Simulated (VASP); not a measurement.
# TaC (Fm-3m) in VASP: notebook

The runs below take TaC through relaxation of cell and atoms, with PBE.

Everything below comes from runs of VASP 6.6.1. Logs are shortened: lines on timing, memory, paths and dates and some standing lists are left out, and cuts for length are marked.

### 1 The structure

It takes space group Fm-3m (No. 225, cubic). Conventional cell: a = 4.446 Å, b = 4.446 Å, c = 4.446 Å, α = 90.00°, β = 90.00°, γ = 90.00°. Ta (site symmetry m-3m) has 6 C at 2.22 Å as nearest neighbours. C (site symmetry m-3m) is surrounded by 6 Ta at 2.22 Å.

### 2 Relaxation of cell and atoms, PBE, target pressure 19.7 GPa, at which the enthalpy is minimised

File INCAR:

```
SYSTEM = TaC
  PREC = Accurate
  ENCUT = 700
  EDIFF = 1E-7
  ISMEAR = 0
  SIGMA = 0.1
  LREAL = .False.
  LASPH = .True.
  NELM = 60
  ALGO = Normal
  ISIF = 3
  LWAVE = .False.
  LCHARG = .False.
  GGA = PE
  IBRION = 2
  NSW = 80
  EDIFFG = -0.002
  PSTRESS = 197.0
```

File KPOINTS:

```
Automatic mesh
0
Gamma
  16 16 16
  0 0 0
```

File POSCAR:

```
TaC
1.0
    0.0000000000      2.2230000000      2.2230000000
    2.2230000000      0.0000000000      2.2230000000
    2.2230000000      2.2230000000      0.0000000000
Ta C
1 1
Direct
    0.0000000000      0.0000000000      0.0000000000
    0.5000000000      0.5000000000      0.5000000000
```

Potentials or basis: VASP PAW PBE potentials, release 64 (Ta_pv, C).

Command:

```sh
> cat potpaw_PBE.64/Ta_pv/POTCAR potpaw_PBE.64/C/POTCAR > POTCAR
> mpirun -np 1 vasp_std > vasp.out
```

OUTCAR:

```text
SYSTEM = TaC
   PREC = Accurate
   ENCUT = 700
   EDIFF = 1E-7
   ISMEAR = 0
   LREAL = .False.
   LASPH = .True.
   NELM = 60
   ISIF = 3
   GGA = PE
   IBRION = 2
   NSW = 80
   EDIFFG = -0.002
   PSTRESS = 197.0

 ion  position               nearest neighbor table
   1  0.000  0.000  0.000-   2 2.22   2 2.22   2 2.22   2 2.22   2 2.22   2 2.22
   2  0.500  0.500  0.500-   1 2.22   1 2.22   1 2.22   1 2.22   1 2.22   1 2.22

  LATTYP: Found a face centered cubic cell.
 ALAT       =     4.4460000000

  Lattice vectors:

 A1 = (   0.0000000000,   2.2230000000,   2.2230000000)
 A2 = (   2.2230000000,   0.0000000000,   2.2230000000)
 A3 = (   2.2230000000,   2.2230000000,   0.0000000000)

Analysis of symmetry for initial positions (statically):
=====================================================================
 Subroutine PRICEL returns:
 Original cell was already a primitive cell.

 Routine SETGRP: Setting up the symmetry group for a
 face centered cubic supercell.

 Subroutine GETGRP returns: Found 48 space group operations
 (whereof 48 operations were pure point group operations)
 out of a pool of 48 trial point group operations.

The static configuration has the point symmetry O_h .

Analysis of symmetry for dynamics (positions and initial velocities):
=====================================================================
 Subroutine PRICEL returns:
 Original cell was already a primitive cell.

 Routine SETGRP: Setting up the symmetry group for a
 face centered cubic supercell.

 Subroutine GETGRP returns: Found 48 space group operations
 (whereof 48 operations were pure point group operations)
 out of a pool of 48 trial point group operations.

The dynamic configuration has the point symmetry O_h .

 Subroutine INISYM returns: Found 48 space group operations
 (whereof 48 operations are pure point group operations),
 and found     1 'primitive' translations

----------------------------------------------------------------------------------------

                                     Primitive cell

  volume of cell :      21.9709

  direct lattice vectors                    reciprocal lattice vectors
     0.000000000  2.223000000  2.223000000    -0.224921278  0.224921278  0.224921278
     2.223000000  0.000000000  2.223000000     0.224921278 -0.224921278  0.224921278
     2.223000000  2.223000000  0.000000000     0.224921278  0.224921278 -0.224921278

  length of vectors
     3.143796749  3.143796749  3.143796749     0.389575080  0.389575080  0.389575080

  position of ions in fractional coordinates (direct lattice)
     0.000000000  0.000000000  0.000000000
     0.500000000  0.500000000  0.500000000

  ion indices of the primitive-cell ions
   primitive index   ion index
                 1           1
                 2           2

----------------------------------------------------------------------------------------

 KPOINTS: Automatic mesh

Automatic generation of k-mesh.
 Grid dimensions read from file:
 generate k-points for:   16   16   16

 Generating k-lattice:

  Cartesian coordinates                     Fractional coordinates (reciprocal lattice)
    -0.014057580  0.014057580  0.014057580     0.062500000  0.000000000  0.000000000
     0.014057580 -0.014057580  0.014057580     0.000000000  0.062500000  0.000000000
     0.014057580  0.014057580 -0.014057580     0.000000000  0.000000000  0.062500000

  Length of vectors
     0.024348443  0.024348443  0.024348443

  Shift w.r.t. Gamma in fractional coordinates (k-lattice)
     0.000000000  0.000000000  0.000000000

 Subroutine IBZKPT returns following result:
 ===========================================

 Found    145 irreducible k-points:

 Following reciprocal coordinates:
            Coordinates               Weight
  0.000000  0.000000  0.000000      1.000000
  0.062500  0.000000  0.000000      8.000000
  0.125000  0.000000  0.000000      8.000000
  0.187500  0.000000  0.000000      8.000000
  0.250000  0.000000  0.000000      8.000000
  0.312500  0.000000  0.000000      8.000000
[... 16 lines left out ...]
 -0.125000  0.062500  0.000000     24.000000
 -0.062500  0.062500  0.000000     12.000000
 [... further k-points ...]
   k-points           NKPTS =    145   k-points in BZ     NKDIM =    145   number of bands    NBANDS=     11
   number of dos      NEDOS =    301   number of ions     NIONS =      2
   total plane-waves  NPLWV =  21952
   dimension x,y,z NGX =    28 NGY =   28 NGZ =   28
   dimension x,y,z NGXF=    56 NGYF=   56 NGZF=   56
   ions per type =               1   1
   NGX,Y,Z   is equivalent  to a cutoff of  14.81, 14.81, 14.81 a.u.
   NGXF,Y,Z  is equivalent  to a cutoff of  29.61, 29.61, 29.61 a.u.
 SYSTEM =  TaC
   PREC   = accura    normal or accurate (medium, high low for compatibility)
   ISTART =      0    job   : 0-new  1-cont  2-samecut
   ICHARG =      2    charge: 1-file 2-atom 10-const
   ISPIN  =      1    spin polarized calculation?
   LNONCOLLINEAR =      F non collinear calculations
   LSORBIT =      F    spin-orbit coupling
   LASPH  =      T    aspherical Exc in radial PAW
   ENCUT  =  700.0 eV  51.45 Ry    7.17 a.u.   6.78  6.78  6.78*2*pi/ulx,y,z
   NELM   =     60;   NELMIN=  2; NELMDL= -5     # of ELM steps
   EDIFF  = 0.1E-06   stopping-criterion for ELM
   LREAL  =      F    real-space projection
   EDIFFG = -.2E-02   stopping-criterion for IOM
   NSW    =     80    number of steps for IOM
   IBRION =      2    ionic relax: 0-MD 1-quasi-New 2-CG
   NFREE  =      1    steps in history (QN), initial steepest desc. (CG)
   ISIF   =      3    stress and relaxation
   ISYM   =      2    0-nonsym 1-usesym 2-fastsym
   POTIM  = 0.5000    time-step for ionic-motion
   TEBEG  =    0.0;   TEEND  =   0.0 temperature during run
   PSTRESS=  197.0 pullay stress
   NELECT =      15.0000    total number of electrons
   NUPDOWN=      -1.0000    fix difference up-down
   EMIN   =  10.00;   EMAX   =-10.00  energy-range for DOS
   EFERMI =   0.00;   METHOD = LEGACY
   ISMEAR =     0;   SIGMA  =   0.10  broadening in eV -4-tet -1-fermi 0-gaus
   EFERMI_NEDOS =   21; number of points for ismear=-14 and -15
   IALGO  =     38    algorithm
   IMIX   =      4    mixing-type and parameters
     AMIX     =   0.40;   BMIX     =  1.00
     AMIX_MAG =   1.60;   BMIX_MAG =  1.00
  volume/ion in A,a.u.               =      10.99        74.13
  Fermi-wavevector in a.u.,A,eV,Ry     =   1.441526  2.724089 28.272865  2.077997
  Thomas-Fermi vector in A             =   2.560148
   LORBIT       =      0    0 simple, 1 ext, 2 COOP (PROOUT), +10 PAW based schemes
   GGA     = PE    functional components
   LHFCALC =     F    Hartree Fock is set to
   AEXX    =    0.0000 exact exchange contribution
   IVDW    =     0    specifies the selected vdW correction
   LEPSILON=     F    determine dielectric tensor
   LRPA    =     F    only Hartree local field effects (RPA)
 conjugate gradient relaxation of ions
 non-spin polarized calculation
 Gauss-broadening in eV      SIGMA  =   0.10
  energy-cutoff  :      700.00
  volume of cell :       21.97
 maximum number of plane-waves:       941
   NGX = 13   NGY = 13   NGZ = 13

--------------------------------------- Ionic step        1  -------------------------------------------

 number of electron      14.9999999 magnetization

 Free energy of the ion-electron system (eV)
  ---------------------------------------------------
  ext. energy  EPLUGINS =         0.00000000
  ---------------------------------------------------
  free energy    TOTEN  =       -22.20028156 eV

  energy without entropy =      -22.19866844  energy(sigma->0) =      -22.19947500

------------------------ aborting loop because EDIFF is reached ----------------------------------------

  FORCE on cell =-STRESS in cart. coord.  units (eV):
  Direction    XX          YY          ZZ          XY          YZ          ZX
  --------------------------------------------------------------------------------------
  -------------------------------------------------------------------------------------
  Total        1.0016294      1.0016294      1.0016294      0.0000000     -0.0000000      0.0000000
  in kB       73.0414277     73.0414277     73.0414277      0.0000000     -0.0000000      0.0000000
  external PRESSURE =    -123.9585723 kB  Pullay stress =     197.0000000 kB

 VOLUME and BASIS-vectors are now :
 -----------------------------------------------------------------------------
  energy-cutoff  :      700.00
  volume of cell :       21.97
      direct lattice vectors                 reciprocal lattice vectors
     0.000000000  2.223000000  2.223000000    -0.224921278  0.224921278  0.224921278
     2.223000000  0.000000000  2.223000000     0.224921278 -0.224921278  0.224921278
     2.223000000  2.223000000  0.000000000     0.224921278  0.224921278 -0.224921278
[... 198 lines left out ...]
  FREE ENERGIE OF THE ION-ELECTRON SYSTEM (eV)
  ---------------------------------------------------
  free  energy   TOTEN  =       -22.1449587317 eV

  energy  without entropy=      -22.1434000297  energy(sigma->0) =      -22.14417938

  enthalpy is  TOTEN    =       -19.5267809419 eV   P V=        2.6181777897

--------------------------------------- Ionic step        7  -------------------------------------------

 number of electron      15.0000000 magnetization

 Free energy of the ion-electron system (eV)
  ---------------------------------------------------
  ext. energy  EPLUGINS =         0.00000000
  ---------------------------------------------------
  free energy    TOTEN  =       -22.14165867 eV

  energy without entropy =      -22.14010196  energy(sigma->0) =      -22.14088031

 E-fermi :   8.7661     XC(G=0): -13.4084

 val. band max:        8.7406021793   @ k =   0.4375   0.1875   0.0625
 cond. band min:       8.7898646651   @ k =   0.1250   0.0625   0.0000
 fundamental gap:      0.0492624858
 Fermi energy:         8.7660795807

 k-point     1 :       0.0000    0.0000    0.0000
  band No.  band energies     occupation
      1     -26.1595      2.00000
      2     -26.1595      2.00000
      3     -26.1595      2.00000
      4      -6.2980      2.00000
      5       7.3870      2.00000
      6       7.3870      2.00000
      7       7.3870      2.00000
      8       8.2900      2.00000
      9       8.2900      2.00000
     10       8.2900      2.00000
     11       9.4927      0.00000

 k-point     2 :       0.0625    0.0000    0.0000
  band No.  band energies     occupation
      1     -26.1932      2.00000
      2     -26.1628      2.00000
      3     -26.1628      2.00000
      4      -6.1805      2.00000
      5       6.7711      2.00000
      6       7.1282      2.00000
      7       7.1282      2.00000
      8       7.9098      2.00000
      9       7.9098      2.00000
     10       8.6708      1.82221
     11      10.3629      0.00000
[... 295 lines left out ...]
 k-point    24 :      -0.0625    0.0625    0.0000
  band No.  band energies     occupation
      1     -26.2397      2.00000
      2     -26.1819      2.00000
      3     -26.1619      2.00000
      4      -5.9894      2.00000
      5       6.2499      2.00000
      6       6.4303      2.00000
      7       6.5739      2.00000
      8       7.5637      2.00000
      9       8.5171      1.99957
     10       9.1119      0.00000
     11      10.5118      0.00000

 [... further k-points ...]

------------------------ aborting loop because EDIFF is reached ----------------------------------------

  FORCE on cell =-STRESS in cart. coord.  units (eV):
  Direction    XX          YY          ZZ          XY          YZ          ZX
  --------------------------------------------------------------------------------------
  -------------------------------------------------------------------------------------
  Total        2.6168565      2.6168565      2.6168565     -0.0000000     -0.0000000      0.0000000
  in kB      197.1523621    197.1523621    197.1523621     -0.0000000     -0.0000000      0.0000000
  external PRESSURE =       0.1523621 kB  Pullay stress =     197.0000000 kB

 VOLUME and BASIS-vectors are now :
 -----------------------------------------------------------------------------
  energy-cutoff  :      700.00
  volume of cell :       21.27
      direct lattice vectors                 reciprocal lattice vectors
     0.000000000  2.198971004  2.198971004    -0.227379078  0.227379078  0.227379078
     2.198971004 -0.000000000  2.198971004     0.227379078 -0.227379078  0.227379078
     2.198971004  2.198971004 -0.000000000     0.227379078  0.227379078 -0.227379078

 POSITION                                       TOTAL-FORCE (eV/Angst)
 -----------------------------------------------------------------------------------
      0.00000     -0.00000      0.00000         0.000000     -0.000000      0.000000
      2.19897      2.19897      2.19897        -0.000000      0.000000     -0.000000
 -----------------------------------------------------------------------------------
    total drift:                                0.000000      0.000000      0.000000

  FREE ENERGIE OF THE ION-ELECTRON SYSTEM (eV)
  ---------------------------------------------------
  free  energy   TOTEN  =       -22.1416586683 eV

  energy  without entropy=      -22.1401019608  energy(sigma->0) =      -22.14088031

  enthalpy is  TOTEN    =       -19.5268245207 eV   P V=        2.6148341477

 reached required accuracy - stopping structural energy minimisation
```

It took 1.9 min on 1 thread of Intel Xeon 6975P-C (Granite Rapids), shared host; peak memory 0.22 GiB.

Results:

```yaml
Free_energy: -22.1417 eV
Relaxed_volume: 10.63 Å³/atom
Relaxed_cell: a = 3.110 Å, b = 3.110 Å, c = 3.110 Å, α = 60.00°, β = 60.00°, γ = 60.00°
Space_group_after_relaxing_to_0.05_Å: Fm-3m (No. 225)
Energy_change_on_relaxing_the_enthalpy_is_what_falls: +29.3 meV/atom
Ionic_steps: 7
Pressure_after_relaxing: 19.7 GPa
Band_gap_on_the_k_mesh: none (metal or under the smearing width)
```

Step by step:
```tsv
step	energy change (eV)	largest force (eV/Å)	pressure (GPa)	volume (Å³)
1	0.0000	0.0000	7.30	21.97
2	0.5389	0.0000	65.18	19.38
3	0.0554	0.0000	19.22	21.29
4	0.0582	0.0000	19.65	21.27
5	0.0599	0.0000	19.92	21.26
6	0.0553	0.0000	19.20	21.29
7	0.0586	0.0000	19.72	21.27
```

Final structure:
```cif
data_structure
_symmetry_space_group_name_H-M 'P 1'
_symmetry_Int_Tables_number 1
_cell_length_a 3.1098
_cell_length_b 3.1098
_cell_length_c 3.1098
_cell_angle_alpha 60.000
_cell_angle_beta 60.000
_cell_angle_gamma 60.000
_cell_volume 21.27
loop_
_atom_site_label
_atom_site_type_symbol
_atom_site_fract_x
_atom_site_fract_y
_atom_site_fract_z
_atom_site_occupancy
Ta1 Ta 0.00000 0.00000 0.00000 1
C1 C 0.50000 0.50000 0.50000 1
```

Levels at points of the mesh, in eV from the Fermi level:
| k point | band 6 | band 7 | band 8 | band 9 | band 10 | band 11 |
| --- | --- | --- | --- | --- | --- | --- |
| (0.00, 0.00, 0.00) | -1.38 | -1.38 | -0.48 | -0.48 | -0.48 | 0.73 |
| (0.50, 0.00, 0.00) | -5.67 | -5.67 | 2.92 | 2.92 | 3.95 | 5.56 |
| (0.50, 0.50, 0.00) | -4.61 | -1.75 | -1.75 | 2.80 | 4.38 | 4.38 |

Caveat: the cell is relaxed towards a set pressure, so the enthalpy falls and the energy may rise.

### 3 Relaxation of cell and atoms, PBE, target pressure 19.7 GPa, at which the enthalpy is minimised

This run uses another cell than the first one, of 10.63 Å³/atom, 0.968 times its volume.

INCAR is that of step 2.

KPOINTS is that of step 2.

File POSCAR:

```
TaC                                     
1.0
    0.0000000000      2.1989710045      2.1989710045
    2.1989710045     -0.0000000000      2.1989710045
    2.1989710045      2.1989710045     -0.0000000000
  Ta              C             
     1     1
Direct
     0.0000000000000000    0.0000000000000000    0.0000000000000000
     0.5000000000000000    0.5000000000000000    0.5000000000000000
```

Potentials or basis: VASP PAW PBE potentials, release 64 (Ta_pv, C).

Command:

```sh
> cat potpaw_PBE.64/Ta_pv/POTCAR potpaw_PBE.64/C/POTCAR > POTCAR
> mpirun -np 1 vasp_std > vasp.out
```

OUTCAR:

```text
SYSTEM = TaC
   PREC = Accurate
   ENCUT = 700
   EDIFF = 1E-7
   ISMEAR = 0
   LREAL = .False.
   LASPH = .True.
   NELM = 60
   ISIF = 3
   GGA = PE
   IBRION = 2
   NSW = 80
   EDIFFG = -0.002
   PSTRESS = 197.0

 ion  position               nearest neighbor table
   1  0.000  0.000  0.000-   2 2.20   2 2.20   2 2.20   2 2.20   2 2.20   2 2.20
   2  0.500  0.500  0.500-   1 2.20   1 2.20   1 2.20   1 2.20   1 2.20   1 2.20

  LATTYP: Found a face centered cubic cell.
 ALAT       =     4.3979420090

  Lattice vectors:

 A1 = (   0.0000000000,   2.1989710045,   2.1989710045)
 A2 = (   2.1989710045,   0.0000000000,   2.1989710045)
 A3 = (   2.1989710045,   2.1989710045,   0.0000000000)

Analysis of symmetry for initial positions (statically):
=====================================================================
 Subroutine PRICEL returns:
 Original cell was already a primitive cell.

 Routine SETGRP: Setting up the symmetry group for a
 face centered cubic supercell.

 Subroutine GETGRP returns: Found 48 space group operations
 (whereof 48 operations were pure point group operations)
 out of a pool of 48 trial point group operations.

The static configuration has the point symmetry O_h .
[... 179 lines left out ...]
      8       8.2903      2.00000
      9       8.2903      2.00000
     10       8.2903      2.00000
     11       9.4928      0.00000
[... 309 lines left out ...]
 k-point    24 :      -0.0625    0.0625    0.0000
  band No.  band energies     occupation
      1     -26.2396      2.00000
      2     -26.1818      2.00000
      3     -26.1619      2.00000
      4      -5.9894      2.00000
      5       6.2500      2.00000
      6       6.4304      2.00000
      7       6.5739      2.00000
      8       7.5637      2.00000
      9       8.5172      1.99957
     10       9.1121      0.00000
     11      10.5118      0.00000

 [... further k-points ...]

------------------------ aborting loop because EDIFF is reached ----------------------------------------

  FORCE on cell =-STRESS in cart. coord.  units (eV):
  Direction    XX          YY          ZZ          XY          YZ          ZX
  --------------------------------------------------------------------------------------
  -------------------------------------------------------------------------------------
  Total        2.6162558      2.6162558      2.6162558     -0.0000000     -0.0000000      0.0000000
  in kB      197.1071064    197.1071064    197.1071064     -0.0000000     -0.0000000      0.0000000
  external PRESSURE =       0.1071064 kB  Pullay stress =     197.0000000 kB

 VOLUME and BASIS-vectors are now :
 -----------------------------------------------------------------------------
  energy-cutoff  :      700.00
  volume of cell :       21.27
      direct lattice vectors                 reciprocal lattice vectors
     0.000000000  2.198971005  2.198971005    -0.227379078  0.227379078  0.227379078
     2.198971005  0.000000000  2.198971005     0.227379078 -0.227379078  0.227379078
     2.198971005  2.198971005  0.000000000     0.227379078  0.227379078 -0.227379078

 POSITION                                       TOTAL-FORCE (eV/Angst)
 -----------------------------------------------------------------------------------
      0.00000      0.00000      0.00000        -0.000000      0.000000     -0.000000
      2.19897      2.19897      2.19897         0.000000      0.000000      0.000000
 -----------------------------------------------------------------------------------
    total drift:                                0.000000      0.000000      0.000000

  FREE ENERGIE OF THE ION-ELECTRON SYSTEM (eV)
  ---------------------------------------------------
  free  energy   TOTEN  =       -22.1409540736 eV

  energy  without entropy=      -22.1393975281  energy(sigma->0) =      -22.14017580

  enthalpy is  TOTEN    =       -19.5261199259 eV   P V=        2.6148341477

 reached required accuracy - stopping structural energy minimisation
```

Wall time 32 s (1 thread of Intel Xeon 6975P-C (Granite Rapids), shared host); peak memory 0.2 GiB.

What came out:

```yaml
Free_energy: -22.1410 eV
Pressure_after_relaxing: 19.7 GPa
Band_gap_on_the_k_mesh: none (metal or under the smearing width)
```

Final structure:
```
CELL_PARAMETERS angstrom
0.00000 2.19897 2.19897
2.19897 0.00000 2.19897
2.19897 2.19897 0.00000
ATOMIC_POSITIONS crystal
Ta 0.00000 0.00000 0.00000
C 0.50000 0.50000 0.50000
```

Caveat: the relaxation stopped at its first step, so nothing moved; the cell is relaxed towards a set pressure, so the enthalpy falls and the energy may rise.
